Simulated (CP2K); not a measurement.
Runs of CP2K 2026.2 on AlCo. It takes space group Pm-3m (No. 221, cubic). The conventional cell has a = 2.819 Å, b = 2.819 Å, c = 2.819 Å, α = 90.00°, β = 90.00°, γ = 90.00°. Around Co (site symmetry m-3m) lie 8 Al at 2.44 Å. Al (site symmetry m-3m) has 8 Co at 2.44 Å as nearest neighbours. The cell is a database's computed one.

```tsv
level	potentials or basis	smearing	EPS_DEFAULT	MIXING METHOD	MIXING ALPHA	NBUFFER	NGRIDS	V0 of scaled cells (Å³/atom)	B0 (GPa)
LDA	GTH_POTENTIALS Co GTH-PADE-q17, Al GTH-PADE-q3; TZVP-MOLOPT-PBE-GTH basis	fermi-dirac 0.05 eV	1.0E-9	PULAY_MIXING	0.4	6	5	10.79	210
LDA	GTH_POTENTIALS Co GTH-PADE-q17, Al GTH-PADE-q3; TZVP-MOLOPT-PBE-GTH basis	fermi-dirac 0.1 eV	1.0E-9	PULAY_MIXING	0.4	6	5	10.79	210
PBE	POTENTIAL_UZH Co GTH-PBE-q17, Al GTH-PBE-q3; TZVP-MOLOPT-PBE-GTH basis	fermi-dirac 0.05 eV	1.0E-10	BROYDEN_MIXING	0.2	10	4	11.60	179
PBEsol	POTENTIAL_UZH Co GTH-PBE-q17, Al GTH-PBE-q3; TZVP-MOLOPT-PBE-GTH basis	fermi-dirac 0.05 eV	1.0E-10	PULAY_MIXING	0.4	6	4	11.34	(a)
```

Alike in all rows: task equation of state; spin collinear, ferromagnetic start; cell as given; k mesh 9 × 9 × 9.

**Question.** Estimate the missing entries.

**Answer.** (a) 191.

Caveats: the basis of atomic orbitals isn't converged, which shifts pressures, moduli and gaps; the potentials were made for another functional, which shifts forces and pressure (some runs).

Not every run made on this cell is shown here.
